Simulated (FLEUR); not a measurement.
# Au (Fm-3m) in FLEUR: further runs

Runs on Au. Level: LDA (Moruzzi-Janak-Williams). Tasks: band structure, equation of state.

Program: FLEUR MaX-R8.1 (later development tree). These are calculated values, not measurements. Logs are shortened: lines on timing, memory, paths and dates and some standing lists are left out, and cuts for length are marked.

**Experimental background.**

“Exploring toroidal anvil profiles for larger sample volumes above 4 Mbar”, 2024, pmc:11102561 quotes, for a bulk crystal of Au: bulk modulus 167 GPa.

How close the calculation comes is told below.

## 1. The structure

It takes space group Fm-3m (No. 225, cubic). Conventional cell: a = 4.070 Å, b = 4.070 Å, c = 4.070 Å, α = 90.00°, β = 90.00°, γ = 90.00°. Around Au (site symmetry m-3m) lie 12 Au at 2.88 Å.

## 2. Band structure, LDA (Moruzzi-Janak-Williams)

The input, inp.xml:

```xml
<?xml version="1.0" encoding="UTF-8" standalone="no"?>
<fleurInput fleurInputVersion="0.39">
   <comment>
      Au                                                                                                  
   </comment>
   <calculationSetup>
      <cutoffs Kmax="3.8" Gmax="11.8" GmaxXC="11.8" numbands="0"/>
      <scfLoop itmax="60" minDistance="0.00001" maxIterBroyd="15" imix="Anderson" alpha="0.05" precondParam="0.0" spinf="2.0" sdNocoIR="T"/>
      <coreElectrons ctail="T" frcor="F" kcrel="0" coretail_lmax="0"/>
      <xcFunctional name="mjw" relativisticCorrections="F"/>
      <magnetism jspins="1"/>
      <soc l_soc="F" theta="0.0" phi="0.0" spav="F"/>
      <expertModes spex="0" secvar="F"/>
      <geometryOptimization l_f="F" forcealpha="1.0" forcemix="BFGS" epsdisp="0.00001" epsforce="0.00001"/>
      <ldaU l_linMix="F" mixParam="0.05" spinf="1.0"/>
   </calculationSetup>
   <cell>
      <bzIntegration valenceElectrons="19.0" mode="hist" fermiSmearingEnergy="0.00183747">
         <kPointListSelection listName="default-1"/>
         <!-- k-points included here -->
         <xi:include xmlns:xi="http://www.w3.org/2001/XInclude" href="kpts.xml"> </xi:include>
      </bzIntegration>
      <!-- symmetry operations included here -->
      <xi:include xmlns:xi="http://www.w3.org/2001/XInclude" href="sym.xml"> </xi:include>
      <bulkLattice scale="1.0">
         <bravaisMatrix>
            <row-1>    0.0000000000000000     3.8455926635609998     3.8455926635609998</row-1>
            <row-2>    3.8455926635609998     0.0000000000000000     3.8455926635609998</row-2>
            <row-3>    3.8455926635609998     3.8455926635609998     0.0000000000000000</row-3>
         </bravaisMatrix>
      </bulkLattice>
   </cell>
   <atomSpecies>
      <species name="Gold (Au)" element="Au" atomicNumber="79">
         <mtSphere radius="2.52" gridPoints="833" logIncrement="0.016"/>
         <atomicCutoffs lmax="10" lnonsphr="8"/>
         <electronConfig flipSpins="F">
            <coreConfig>(1s1/2) (2s1/2) (2p1/2) (2p3/2) (3s1/2) (3p1/2) (3p3/2) (4s1/2) (3d3/2) (3d5/2) (4p1/2) (4p3/2) (4d3/2) (4d5/2) (4f5/2) (4f7/2)</coreConfig>
            <valenceConfig>(5s1/2) (5p1/2) (5p3/2) (6s1/2) (5d3/2) (5d5/2)</valenceConfig>
            <stateOccupation state="(6s1/2)" spinUp="0.500000" spinDown="0.500000"/>
         </electronConfig>
         <energyParameters s="6" p="6" d="5" f="5"/>
         <lo type="SCLO" l="0" n="5" eDeriv="0"/>
         <lo type="SCLO" l="1" n="5" eDeriv="0"/>
         <lo type="SCLO" l="1" n="5" eDeriv="1"/>
         <lo type="SCLO" l="2" n="5" eDeriv="2"/>
         <lo type="SCLO" l="3" n="5" eDeriv="2"/>
      </species>
   </atomSpecies>
   <atomGroups>
      <atomGroup species="Gold (Au)">
         <relPos label="                   1">.0000000000 .0000000000 .0000000000</relPos>
         <force calculate="T" relaxXYZ="TTT"/>
      </atomGroup>
   </atomGroups>
   <output dos="F" band="F" slice="F">
      <checks vchk="F" cdinf="F"/>
      <bandDOS minEnergy="-.5*Htr" maxEnergy="0.5*Htr" sigma="0.015" storeEVData="T"/>
      <vacuumDOS vacdos="F" integ="F" star="F" nstars="0" locx1="0.0" locy1="0.0" locx2="0.0" locy2="0.0" nstm="0" tworkf="0.0"/>
      <unfoldingBand unfoldBand="F" supercellX="1" supercellY="1" supercellZ="1"/>
      <plotting iplot="0" polar="F">
         <plot TwoD="T" vec1="  1.0  0.0  0.0" vec2="  0.0  1.0  0.0" vec3="  0.0  0.0  1.0" zero="  0.0  0.0  0.0" file="plot"/>
      </plotting>
      <chargeDensitySlicing numkpt="0" minEigenval="0.0" maxEigenval="0.0" nnne="0" pallst="F"/>
      <specialOutput eonly="F"/>
      <moessbauerParams electricFieldGradient="T" isomerShift="T" coreHyperfine="T" valenceHyperfine="T"/>
      <magneticCircularDichroism mcd="F" energyLo="-10.0" energyUp="0.0"/>
   </output>
  <!-- We include the file relax.xml here to enable relaxations (see documentation) -->
  <xi:include xmlns:xi="http://www.w3.org/2001/XInclude" href="relax.xml"> <xi:fallback/> </xi:include>
</fleurInput>
```

The input, crystal.txt:

```
Au
&input cartesian=F /
0.0000000000  2.0350000000  2.0350000000
2.0350000000  0.0000000000  2.0350000000
2.0350000000  2.0350000000  0.0000000000
1.8897261246
1.0 1.0 1.0

1
79 0.0000000000  0.0000000000  0.0000000000

&kpt div1=11 div2=11 div3=11 gamma=T /
```

The input, inp.xml (bands):

```
<?xml version="1.0" encoding="UTF-8" standalone="no"?>
<fleurInput fleurInputVersion="0.39">
   <comment>
      Au                                                                                                  
   </comment>
   <calculationSetup>
      <cutoffs Kmax="3.8" Gmax="11.8" GmaxXC="11.8" numbands="0"/>
      <scfLoop itmax="60" minDistance="0.00001" maxIterBroyd="15" imix="Anderson" alpha="0.05" precondParam="0.0" spinf="2.0" sdNocoIR="T"/>
      <coreElectrons ctail="T" frcor="F" kcrel="0" coretail_lmax="0"/>
      <xcFunctional name="mjw" relativisticCorrections="F"/>
      <magnetism jspins="1"/>
      <soc l_soc="F" theta="0.0" phi="0.0" spav="F"/>
      <expertModes spex="0" secvar="F"/>
      <geometryOptimization l_f="F" forcealpha="1.0" forcemix="BFGS" epsdisp="0.00001" epsforce="0.00001"/>
      <ldaU l_linMix="F" mixParam="0.05" spinf="1.0"/>
   </calculationSetup>
   <cell>
      <bzIntegration valenceElectrons="19.0" mode="hist" fermiSmearingEnergy="0.00183747">
         <kPointListSelection listName="path-1"/>
         <!-- k-points included here -->
         <xi:include xmlns:xi="http://www.w3.org/2001/XInclude" href="kpts.xml"> </xi:include>
      </bzIntegration>
      <!-- symmetry operations included here -->
      <xi:include xmlns:xi="http://www.w3.org/2001/XInclude" href="sym.xml"> </xi:include>
      <bulkLattice scale="1.0">
         <bravaisMatrix>
            <row-1>    0.0000000000000000     3.8455926635609998     3.8455926635609998</row-1>
            <row-2>    3.8455926635609998     0.0000000000000000     3.8455926635609998</row-2>
            <row-3>    3.8455926635609998     3.8455926635609998     0.0000000000000000</row-3>
         </bravaisMatrix>
      </bulkLattice>
   </cell>
   <atomSpecies>
      <species name="Gold (Au)" element="Au" atomicNumber="79">
         <mtSphere radius="2.52" gridPoints="833" logIncrement="0.016"/>
         <atomicCutoffs lmax="10" lnonsphr="8"/>
         <electronConfig flipSpins="F">
            <coreConfig>(1s1/2) (2s1/2) (2p1/2) (2p3/2) (3s1/2) (3p1/2) (3p3/2) (4s1/2) (3d3/2) (3d5/2) (4p1/2) (4p3/2) (4d3/2) (4d5/2) (4f5/2) (4f7/2)</coreConfig>
            <valenceConfig>(5s1/2) (5p1/2) (5p3/2) (6s1/2) (5d3/2) (5d5/2)</valenceConfig>
            <stateOccupation state="(6s1/2)" spinUp="0.500000" spinDown="0.500000"/>
         </electronConfig>
         <energyParameters s="6" p="6" d="5" f="5"/>
         <lo type="SCLO" l="0" n="5" eDeriv="0"/>
         <lo type="SCLO" l="1" n="5" eDeriv="0"/>
         <lo type="SCLO" l="1" n="5" eDeriv="1"/>
         <lo type="SCLO" l="2" n="5" eDeriv="2"/>
         <lo type="SCLO" l="3" n="5" eDeriv="2"/>
      </species>
   </atomSpecies>
   <atomGroups>
      <atomGroup species="Gold (Au)">
         <relPos label="                   1">.0000000000 .0000000000 .0000000000</relPos>
         <force calculate="T" relaxXYZ="TTT"/>
      </atomGroup>
   </atomGroups>
   <output dos="F" band="T" slice="F">
      <checks vchk="F" cdinf="F"/>
      <bandDOS minEnergy="-.5*Htr" maxEnergy="0.5*Htr" sigma="0.015" storeEVData="T"/>
      <vacuumDOS vacdos="F" integ="F" star="F" nstars="0" locx1="0.0" locy1="0.0" locx2="0.0" locy2="0.0" nstm="0" tworkf="0.0"/>
      <unfoldingBand unfoldBand="F" supercellX="1" supercellY="1" supercellZ="1"/>
      <plotting iplot="0" polar="F">
         <plot TwoD="T" vec1="  1.0  0.0  0.0" vec2="  0.0  1.0  0.0" vec3="  0.0  0.0  1.0" zero="  0.0  0.0  0.0" file="plot"/>
      </plotting>
      <chargeDensitySlicing numkpt="0" minEigenval="0.0" maxEigenval="0.0" nnne="0" pallst="F"/>
      <specialOutput eonly="F"/>
      <moessbauerParams electricFieldGradient="T" isomerShift="T" coreHyperfine="T" valenceHyperfine="T"/>
      <magneticCircularDichroism mcd="F" energyLo="-10.0" energyUp="0.0"/>
   </output>
  <!-- We include the file relax.xml here to enable relaxations (see documentation) -->
  <xi:include xmlns:xi="http://www.w3.org/2001/XInclude" href="relax.xml"> <xi:fallback/> </xi:include>
</fleurInput>
```

Potentials or basis: all-electron, FLAPW.

Command:

```bash
> inpgen -f crystal.txt -profile fastHighL
> # inp.xml edited to the form shown
> fleur_MPI
> fleur_MPI   # second run, on inp.xml (bands)
```

Log:

```text
Welcome to FLEUR        (www.flapw.de)
      MaX-Release 8.1          (www.max-centre.eu)

 ========== k-point set info ==========
 Selected k-point list: default-1
 k-point list type: mesh
 11 x 11 x 11
 Number of k points: 56

 ------------Calculation Setup---------------------------
 Number of MPI-tasks      :            1
 Number of PE/node        :            1
 Number of OMP-threads    :            1
 Most efficient MPI parallelization for:
           1           2           4           7           8          14          28          56
 Additional eigenvalue parallelization possible
 Number of basis functions:          148
 Approximate size of matrices (H+S) per k-point:         0.000 GB
 --------------------------------------------------------
 Iteration:     1   Distance:      17.15280657 me/bohr^3
 Iteration:     2   Distance:      15.40150115 me/bohr^3
 Iteration:     3   Distance:       6.78821101 me/bohr^3
 Iteration:     4   Distance:       2.18935047 me/bohr^3
 Iteration:     5   Distance:       1.89226018 me/bohr^3
 Iteration:     6   Distance:       0.17010130 me/bohr^3
 Iteration:     7   Distance:       0.20108148 me/bohr^3
 Iteration:     8   Distance:       0.01428596 me/bohr^3
 Iteration:     9   Distance:       0.00439818 me/bohr^3
 Iteration:    10   Distance:       0.00321568 me/bohr^3
 Iteration:    11   Distance:       0.00002386 me/bohr^3
 Iteration:    12   Distance:       0.00007290 me/bohr^3
 Iteration:    13   Distance:       0.00000111 me/bohr^3

 ********************************************************************
 Run finished successfully
 Stop message:
   all done
 ********************************************************************
```

output (bands):

```text
Welcome to FLEUR        (www.flapw.de)
      MaX-Release 8.1          (www.max-centre.eu)

 ========== k-point set info ==========
 Selected k-point list: path-1
 k-point list type: path
 Number of k points: 60

 ------------Calculation Setup---------------------------
 Number of MPI-tasks      :            1
 Number of PE/node        :            1
 Number of OMP-threads    :            1
 Most efficient MPI parallelization for:
           1           2           3           4           5           6          10          12          15          20          30          60
 Additional eigenvalue parallelization possible
 Number of basis functions:          148
 Approximate size of matrices (H+S) per k-point:         0.000 GB
 --------------------------------------------------------
 Fermi energy correction for metals:
 Fermi energy in bands.* files may not be consistent with last density.
 Please correct it manually (e.g. in band.gnu file).

 Note: Band structure data (together with different weights) is also stored in the banddos.hdf file.
       A convenient way of extracting and plotting the data from that file is by making use of the

 ********************************************************************
 Run finished successfully
 Stop message:
   Charge density postprocessing done.
 ********************************************************************
```

out.xml (last iteration):

```text
<iteration numberForCurrentRun="   13" overallNumber="   13">
         <energyParameters units="Htr">
            <atomicEP atomType="1" spin="1" branch="6s" branchLowest="-3.45" branchHighest="1.45" value="0.2443551241"/>
            <atomicEP atomType="1" spin="1" branch="6p" branchLowest="-1.65" branchHighest="2.36" value="0.4240691039"/>
            <atomicEP atomType="1" spin="1" branch="5d" branchLowest="-11.41" branchHighest="0.48" value="0.2859877470"/>
            <atomicEP atomType="1" spin="1" branch="5f" branchLowest="-2.46" branchHighest="2.52" value="0.7210741863"/>
            <loAtomicEP atomType="1" spin="1" branch="5s" branchLowest="-26.20" branchHighest="-3.45" value="-3.4568281654"/>
            <loAtomicEP atomType="1" spin="1" branch="5p" branchLowest="-19.47" branchHighest="-1.65" value="-1.7117739004"/>
            <loAtomicEP atomType="1" spin="1" branch="5p" branchLowest="-19.47" branchHighest="-1.65" value="-1.7117739004"/>
            <loAtomicEP atomType="1" spin="1" branch="5d" branchLowest="-11.41" branchHighest="0.48" value="0.2682968922"/>
            <loAtomicEP atomType="1" spin="1" branch="5f" branchLowest="-2.46" branchHighest="2.52" value="0.7210656658"/>
         </energyParameters>
         <eigenvalues>
            <eigenvaluesAt spin="1" ikpt="1" k_x="0.00000000" k_y="0.00000000" k_z="0.00000000">
                      -3.4572783169       -1.6618404458       -1.6618404458       -1.6618404458        0.0537454613
                       0.2501977976        0.2501977976        0.2501977976        0.3080742547        0.3080742547
                       0.9550809250        1.1021274270        1.1021274270        1.1021274270        1.2901198659
            </eigenvaluesAt>
            <eigenvaluesAt spin="1" ikpt="2" k_x="0.00000000" k_y="0.00000000" k_z="0.09090909">
                      -3.4572421397       -1.6625199564       -1.6619431633       -1.6619431633        0.0644026697
                       0.2467877670        0.2537907801        0.2537907801        0.3065397553        0.3065397553
                       0.9671784830        1.0440258335        1.1149541000        1.1149541000        1.3165063578
            </eigenvaluesAt>
            <eigenvaluesAt spin="1" ikpt="3" k_x="0.00000000" k_y="0.00000000" k_z="0.18181818">
                      -3.4571448811       -1.6643355891       -1.6622174926       -1.6622174926        0.0936713446
                       0.2411515139        0.2603118911        0.2603118911        0.3066505732        0.3066505732
                       0.9289035321        0.9980469004        1.1464410248        1.1464410248        1.2362053667
            </eigenvaluesAt>
            <eigenvaluesAt spin="1" ikpt="4" k_x="0.00000000" k_y="0.00000000" k_z="0.27272727">
[... 33 lines left out ...]
         <allElectronCharges>
            <spinDependentCharge spin="1" total="79.0000000" interstitial="1.4818121" mtSpheres="77.5181879"/>
            <totalCharge value="78.9999999955"/>
         </allElectronCharges>
         <moessbauerParams unitsHFF="kG" unitsIS="e/bohr^3" unitsEFG="Htr/bohr^2">
            <coreIsomerShift atomType="1" isTotal="2305972.50983">
               <shell n="1" l="0" isomerShift="1910060.25454"/>
               <shell n="2" l="0" isomerShift="286390.01873"/>
               <shell n="2" l="1" isomerShift="20635.98957"/>
               <shell n="3" l="0" isomerShift="65539.51266"/>
               <shell n="3" l="1" isomerShift="5296.34836"/>
               <shell n="4" l="0" isomerShift="16720.03832"/>
               <shell n="3" l="2" isomerShift="0.00217"/>
               <shell n="4" l="1" isomerShift="1330.34489"/>
               <shell n="4" l="2" isomerShift="0.00058"/>
               <shell n="4" l="3" isomerShift="0.00000"/>
            </coreIsomerShift>
            <isomerShift atomType="1" nucleusRadius="0.0001374" averageDensity="2309459.59443"/>
            <electricFieldGradient atomType="1" VXX="0.00000" VYY="0.00000" VZZ="0.00000" asymParam="0.00000">
            </electricFieldGradient>
         </moessbauerParams>
         <totalEnergy                                    value="   -19037.0088375101" units="Htr">
            <sumOfEigenvalues                            value="   -11699.2310493602">
               <coreElectrons value="-11685.2591574595"/>
               <valenceElectrons value="-13.9718919006"/>
            </sumOfEigenvalues>
            <densityCoulombPotentialIntegral value="-33098.8596695852"/>
            <densityEffectivePotentialIntegral value="-33569.5146745016"/>
            <chargeDenXCDenIntegral value="-354.5260215472"/>
            <FockExchangeEnergyValence value="0.0000000000"/>
            <FockExchangeEnergyCore value="0.0000000000"/>
            <atomTypeDependentContributions atomType="1">
               <electronNucleiInteractionDifferentMTs value="23963.0084740172"/>
               <MadelungTerm value="-40.3281322946"/>
            </atomTypeDependentContributions>
            <tkbTimesEntropy value="0.0000491036"/>
            <freeEnergy value="-19037.0088866137"/>
            <extrapolationTo0K value="-19037.0088620619"/>
         </totalEnergy>
         <densityConvergence units="me/bohr^3">
            <chargeDensity spin="1" distance="0.0000011061"/>
         </densityConvergence>
      </iteration>
```

Wall time 7.7 s (1 thread of Arm Neoverse V1, shared host); peak memory 0.04 GiB.

What came out:

```
Free energy                                           : -518023.4018 eV
Band gap along the path                               : none (metal or under the smearing width)
Valence electrons inside the program's atomic spheres : Au 17.52 (radii Au 2.52 bohr)
```

Levels at the corners of the path, in eV from the Fermi level:
| point | band 6 | band 7 | band 8 | band 9 | band 10 | band 11 | band 12 | band 13 |
| --- | --- | --- | --- | --- | --- | --- | --- | --- |
| Γ | -4.74 | -4.74 | -4.74 | -3.17 | -3.17 | 14.44 | 18.44 | 18.44 |
| X | -6.86 | -1.97 | -1.60 | -1.60 | 0.90 | 5.77 | 9.93 | 9.93 |
| W | -5.23 | -5.23 | -3.34 | -1.60 | 4.65 | 6.29 | 6.29 | 9.51 |
| K | -5.92 | -3.88 | -2.88 | -2.06 | 3.77 | 4.67 | 7.48 | 12.58 |
| Γ | -4.74 | -4.74 | -4.74 | -3.17 | -3.17 | 14.44 | 18.44 | 18.44 |
| L | -4.78 | -4.78 | -1.93 | -1.93 | -1.08 | 3.08 | 13.90 | 17.08 |
| U | -5.92 | -3.88 | -2.88 | -2.06 | 3.77 | 4.67 | 7.48 | 12.58 |
| W | -5.23 | -5.23 | -3.34 | -1.60 | 4.65 | 6.29 | 6.29 | 9.51 |
| L | -4.78 | -4.78 | -1.93 | -1.93 | -1.08 | 3.08 | 13.90 | 17.08 |
| K | -5.92 | -3.88 | -2.88 | -2.06 | 3.77 | 4.67 | 7.48 | 12.58 |
| U | -5.92 | -3.88 | -2.88 | -2.06 | 3.77 | 4.67 | 7.48 | 12.58 |
| X | -6.86 | -1.97 | -1.60 | -1.60 | 0.90 | 5.77 | 9.93 | 9.93 |

Core levels (eV from the Fermi level):
```csv
atom,levels
1 Au,"1s1/2 -80589.6, 2s1/2 -14207.0, 2p1/2 -13626.1, 2p3/2 -11792.1, 3s1/2 -3350.5, 3p1/2 -3089.0, 3p3/2 -2684.4, 4s1/2 -724.4, 3d3/2 -2249.5, 3d5/2 -2162.5, 4p1/2 -613.0, 4p3/2 -515.7, 4d3/2 -333.2, 4d5/2 -315.1, 4f5/2 -80.8, 4f7/2 -77.0"
```

Caveat: spin-orbit coupling is left out, which moves the levels of the heavy elements.

## 3. Equation of state, LDA (Moruzzi-Janak-Williams), 15.84 Å³/atom (volume scaled by 0.94)

inp.xml, as its differences from that of step 2:

```diff
@@ -24,3 +24,3 @@
       <xi:include xmlns:xi="http://www.w3.org/2001/XInclude" href="sym.xml"> </xi:include>
-      <bulkLattice scale="1.0">
+      <bulkLattice scale="0.9795861087">
          <bravaisMatrix>
@@ -34,3 +34,3 @@
       <species name="Gold (Au)" element="Au" atomicNumber="79">
-         <mtSphere radius="2.52" gridPoints="833" logIncrement="0.016"/>
+         <mtSphere radius="2.47" gridPoints="833" logIncrement="0.016"/>
          <atomicCutoffs lmax="10" lnonsphr="8"/>
```

Potentials or basis: all-electron, FLAPW.

Command:

```bash
> inpgen -f crystal.txt -profile fastHighL
> # inp.xml edited to the form shown
> fleur_MPI
```

It took 6.4 s on 1 thread of Arm Neoverse V1, shared host; peak memory 0.08 GiB.

Results (log left out):

* Free energy: -518023.3732 eV
* Band gap on the k mesh: none (metal or under the smearing width)
* Valence electrons inside the program's atomic spheres: Au 17.44 (radii Au 2.47 bohr)

## 4. Equation of state, LDA (Moruzzi-Janak-Williams), 16.18 Å³/atom (volume scaled by 0.96)

inp.xml, as its differences from that of step 3:

```diff
@@ -24,3 +24,3 @@
       <xi:include xmlns:xi="http://www.w3.org/2001/XInclude" href="sym.xml"> </xi:include>
-      <bulkLattice scale="0.9795861087">
+      <bulkLattice scale="0.9864848297">
          <bravaisMatrix>
```

Command:

```bash
> inpgen -f crystal.txt -profile fastHighL
> # inp.xml edited to the form shown
> fleur_MPI
```

Wall time 6.5 s (1 thread of Arm Neoverse V1, shared host); peak memory 0.08 GiB.

It converged, with:

* Free energy: -518023.3898 eV
* Band gap on the k mesh: none (metal or under the smearing width)
* Valence electrons inside the program's atomic spheres: Au 17.41 (radii Au 2.47 bohr)

(Part 1 of 2 ends here.)
